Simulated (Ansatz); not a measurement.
The system is Sn.

```xyz
2
Lattice="-2.9401 2.9401 1.5993 2.9401 -2.9401 1.5993 2.9401 2.9401 -1.5993" Properties=species:S:1:pos:R:3 pbc="T T T"
Sn    0.0000    0.0000    0.0000
Sn    0.0000    2.9401    0.7997
```

```yaml
Program: Ansatz 0.2.0
Task: relaxation of cell and atoms
Functional: BLYP
Dispersion: D4
Potentials_or_basis: Ansatz PAW
Cutoff: "420 eV (not typed: the program's choice for these potentials)"
k_mesh: 9 × 9 × 9
Occupations: fermi-dirac, width 0.05 eV
Spin: no spin polarisation
```

At the start: volume 27.65 Å³/atom.

How do energy, volume and symmetry change on relaxing?

It ends after 4 steps and the volume is 28.41 Å³/atom (+2.7 %); space group I4_1/amd (No. 141, to 0.05 Å).

The path:
```csv
step,energy change (eV),largest force (eV/Å),volume (Å³)
1,0.0000,0.0000,55.30
2,-0.0053,0.0000,57.30
3,-0.0060,0.0000,56.82
4,-0.0063,0.0000,56.82
```

Final structure:
```cif
data_structure
_symmetry_space_group_name_H-M 'P 1'
_symmetry_Int_Tables_number 1
_cell_length_a 4.4988
_cell_length_b 4.4988
_cell_length_c 4.4988
_cell_angle_alpha 97.356
_cell_angle_beta 97.356
_cell_angle_gamma 138.066
_cell_volume 56.82
loop_
_atom_site_label
_atom_site_type_symbol
_atom_site_fract_x
_atom_site_fract_y
_atom_site_fract_z
_atom_site_occupancy
Sn1 Sn 0.00000 0.00000 0.00000 1
Sn2 Sn 0.75000 0.25000 0.50000 1
```

Caveat: the plane-wave basis is chosen anew once the cell has moved, so the energies of steps on either side of that aren't comparable; the PAW data sets come from PBE, with cores solved anew for the run's functional, which leaves a small shift of forces and pressure.
